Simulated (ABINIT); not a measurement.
The system is HgSe.

```
Hg Se
1.0
     0.00000    3.03900    3.03900
     3.03900    0.00000    3.03900
     3.03900    3.03900    0.00000
Hg Se
1 1
Direct
  0.00000 0.00000 0.00000
  0.75000 0.75000 0.75000
```

Base run:

* Program: ABINIT 10.8.3 (patched build)
* Functional: PBEsol
* Potentials or basis: JTH PAW PBE v2.0
* Cutoff: 544 eV
* k mesh: 10 × 10 × 10
* Occupations: fermi-dirac, width 0.05 eV
* Spin: no spin polarisation

Its results: band gap on the k mesh none (metal or under the smearing width); pressure 1.7 GPa.

Question: After a change of settings the same cell gave: band gap on the k mesh none (metal or under the smearing width); pressure 2.9 GPa. Which change was it?
A. k mesh from 10 × 10 × 10 to 3 × 3 × 3
B. functional from PBEsol to RPBE; k mesh from 10 × 10 × 10 to 8 × 8 × 8
C. functional from PBEsol to OLYP; k mesh from 10 × 10 × 10 to 8 × 8 × 8
D. functional from PBEsol to HLE16; k mesh from 10 × 10 × 10 to 8 × 8 × 8

Answer: A.

Caveats: some runs use coarse meshes; the PAW data sets were made with another functional, which shifts forces and pressure a little.

Runs at the PBE level aren't shown here.
